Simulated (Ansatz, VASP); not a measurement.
## Two plane-wave programs on Al

```xyz
1
Lattice="-1.6224 1.6224 1.6224 1.6224 -1.6224 1.6224 1.6224 1.6224 -1.6224" Properties=species:S:1:pos:R:3 pbc="T T T"
Al    0.0000    0.0000    0.0000
```

This isn't the form of Al at room conditions, which is fcc.

Alike in both runs: task single point; functional PBE0; k mesh 6 × 6 × 6; occupations fermi-dirac, width 0.05 eV; no spin polarisation.

|  | VASP | Ansatz |
| --- | --- | --- |
| version | VASP 6.6.1 | Ansatz 0.2.0 |
| potentials or method | VASP PAW PBE potentials, release 64 (Al) | Ansatz PAW |
| plane-wave cutoff (eV) | 520 | 420 |
| valence electrons in the cell | 3 | 3 |

```tsv
	VASP	Ansatz	Ansatz less VASP
gap on the k mesh at the Fermi level (eV)	none	none	-
pressure (GPa)	-1.5	-1.5	+0.02
```

A gap of «none» marks a metal or a gap that the smearing closes. With one functional, cell and mesh, what is left measures potentials, basis and numerics.

Caveats: the k mesh is coarse (spacing up to 0.46 Å⁻¹), so the values aren't converged, least of all with exact exchange; the PAW data sets were made with another functional, which shifts forces and pressure a little (VASP); the PAW data sets come from PBE, with cores solved anew for the run's functional, which leaves a small shift of forces and pressure (Ansatz); the thresholds are loose for stress (Ansatz).
